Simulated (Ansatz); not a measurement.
# Field gradients of B5H9 from run to run

Cell of run 1: a computed structure from the Materials Project (it need not be an observed phase).

```cif
data_B5H9
_symmetry_space_group_name_H-M 'I4mm'
_symmetry_Int_Tables_number 107
_cell_length_a 7.2459
_cell_length_b 7.2459
_cell_length_c 5.3101
_cell_angle_alpha 90.000
_cell_angle_beta 90.000
_cell_angle_gamma 90.000
loop_
_atom_site_label
_atom_site_type_symbol
_atom_site_symmetry_multiplicity
_atom_site_Wyckoff_symbol
_atom_site_fract_x
_atom_site_fract_y
_atom_site_fract_z
B1 B 2 a 0.0000 0.0000 0.7696
B2 B 8 d 0.0000 0.8256 0.9811
H6 H 2 a 0.0000 0.0000 0.5469
H7 H 8 d 0.0000 0.6635 0.9553
H11 H 8 c 0.8686 0.8686 0.1502
```

One atom of each set is listed; the run and its k-mesh use a cell of 14 atoms with edges of 5.77, 5.77, 5.77 Å.

All runs are DFT with Ansatz 0.2.0 (plane waves and PAW, scalar-relativistic unless spin–orbit coupling is named, Γ-centred meshes, Fermi–Dirac smearing where given) in this cell.

Run 1: PBE, atoms as given; 420 eV, 7×7×7 k-points, smearing 0.05 eV.
Run 2: r2SCAN, atoms as given; 500 eV, 7×7×7 k-points, smearing 0.05 eV.
Run 3: PBEsol, atoms as given; 420 eV, 7×7×7 k-points, smearing 0.05 eV.

```
run   B1 V_zz (η)   B2 V_zz (η)  H6 V_zz (η)  H7 V_zz (η)  H11 V_zz (η)
  1  -0.48 (0.00)  -1.92 (0.51)  2.18 (0.00)  2.08 (0.05)  -0.97 (0.04)
  2             ?             ?            ?            ?             ?
  3  -0.49 (0.00)  -1.89 (0.50)  2.20 (0.00)  2.10 (0.05)  -0.99 (0.04)
```

V_zz in 10²¹ V/m².

Q: Estimate the row of run 2.

A: B1: -0.48 (0.00); B2: -1.96 (0.50); H6: 2.17 (0.00); H7: 2.06 (0.06); H11: -0.97 (0.02). It lies nearest to run 1, from whose tensors on these sites it differs by 0.04 at most (largest principal value of the difference, on B2).

In run 3 the atoms aren't at the calculated equilibrium (largest force 0.45 eV/Å).
